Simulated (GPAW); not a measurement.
SnTe:

```
CELL_PARAMETERS angstrom
0.00000 3.15085 3.15085
3.15085 0.00000 3.15085
3.15085 3.15085 0.00000
ATOMIC_POSITIONS crystal
Te 0.50000 0.50000 0.50000
Sn 0.00000 0.00000 0.00000
```

Base run:

```yaml
Program: GPAW 26.7.0
Functional: M06-L
Potentials_or_basis: GPAW PAW data sets (gpaw-data 1.2.1)
Cutoff: 600 eV
Basis: pw
k_mesh: 6 × 6 × 6
Occupations: fermi-dirac, width 0.05 eV
Spin: spin-orbit coupling, no magnetisation
```

Its results: band gap on the k mesh 0.24 eV, direct; pressure 4.6 GPa.

**Question.** The run is repeated on the same cell with these changes: functional from M06-L to TPSS. What comes out?

**Answer.** Band gap on the k mesh 0.26 eV, direct; pressure 1.4 GPa.

Caveats: spin-orbit coupling was added after a scalar SCF, so levels and gaps hold it while energy, forces, pressure and moments don't; this program's spin-orbit splittings come out too wide for heavy elements; the PAW data sets were made with another functional, which shifts forces and pressure a little.
